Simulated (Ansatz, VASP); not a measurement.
**Two plane-wave programs on Li2O**

```
CELL_PARAMETERS angstrom
0.00000 2.30931 2.30931
2.30931 0.00000 2.30931
2.30931 2.30931 0.00000
ATOMIC_POSITIONS crystal
O 0.00000 0.00000 0.00000
Li 0.25000 0.25000 0.25000
Li 0.75000 0.75000 0.75000
```

Alike in both runs: functional PBE; k mesh 10 × 10 × 10; occupations fermi-dirac, width 0.0178 eV; no spin polarisation.

Ansatz relaxed the structure, and its values are those at the end. VASP's run is a single point on that final structure, the one shown.

|  | VASP | Ansatz |
| --- | --- | --- |
| version | VASP 6.6.1 | Ansatz 0.2.0 |
| potentials or method | VASP PAW PBE potentials, release 64 (O, Li_sv) | PAW plane waves |
| plane-wave cutoff (eV) | 520 | 420 |
| valence electrons in the cell | 12 | 12 |

|  | VASP | Ansatz | Ansatz less VASP |
| --- | --- | --- | --- |
| gap on the k mesh at the Fermi level (eV) | 4.97 | 4.99 | +0.020 |

With one functional, cell and mesh, what is left measures potentials, basis and numerics. Ansatz warned: «stress_scf_threshold_loose».

 A k mesh can miss the band edges. A hybrid or GW would open this gap; PBE tends to underestimate it.
